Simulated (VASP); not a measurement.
Input of a VASP 6.6.1 run:

INCAR

```
SYSTEM = NiSb
PREC = Accurate
ENCUT = 520
EDIFF = 1E-7
ISMEAR = 0
SIGMA = 0.1
LREAL = .False.
LASPH = .True.
NELM = 100
ALGO = Normal
ISIF = 2
LWAVE = .False.
LCHARG = .False.
GGA = PE
NBANDS = 23
```

The input KPOINTS:

```
Automatic mesh
0
Gamma
  6 6 4
  0 0 0
```

The input POSCAR:

```
NiSb
1.0
    3.9399999606      0.0000000000      0.0000000000
   -1.9699999803      3.4121400568      0.0000000000
    0.0000000000      0.0000000000      5.1400000000
Ni Sb
2 2
Direct
    0.0000000000      0.0000000000      0.0000000000
    0.0000000000      0.0000000000      0.5000000000
    0.3333333333      0.6666666667      0.2500000000
    0.6666666667      0.3333333333      0.7500000000
```

Potentials or basis: VASP PAW PBE potentials, release 64 (Ni, Sb).

Run with:

```console
$ cat potpaw_PBE.64/Ni/POTCAR potpaw_PBE.64/Sb/POTCAR > POTCAR
$ mpirun -np 1 vasp_std > vasp.out
```

Q: Predict the band gap on the k mesh.

A: None (metal or under the smearing width).

Q: What does it give for the pressure?

A: 2.5 GPa.

Stress tensor (GPa, compression positive):
```
2.40 0.00 0.00
0.00 2.40 0.00
0.00 0.00 2.82
```

The run has no spin-orbit coupling, so splittings on Sb are missing. Spin polarisation is off, so any magnetic state and its effect on volume and gap are missing.
